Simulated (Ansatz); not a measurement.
Basis-set extrapolation for C8H6, SMILES `C#Cc1ccccc1` (PBE0-D4/def2-TZVP geometry, frozen core, the Gaussian-basis code of Ansatz). Multiplicity 1, RHF reference.

```
                      def2-TZVPP   def2-QZVPP
                 HF  -306.488185  -306.500560
    MP2 correlation    -1.235864    -1.314184
CCSD(T) correlation    -1.328594      not run
```

Energies in hartree. Use E(X) = E(∞) + A·exp(−7.88·√X) for Hartree–Fock and E(X) = E(∞) + B·X^(−2.97) for correlation, with X = 3 and 4, and add CCSD(T) minus MP2 of the smaller set to the MP2 limit.

Problem. What is the CCSD(T) energy at the basis-set limit?

Solution. HF limit: -306.500560 + (-0.012375) × 0.13774 = -306.50226. MP2 limit: -1.314184 + (-0.078320) × 0.74074 = -1.37220. Higher-order term: -1.328594 − (-1.235864) = -0.09273. Total: -307.96719 hartree, 94.4 kcal/mol below CCSD(T)/def2-TZVPP.
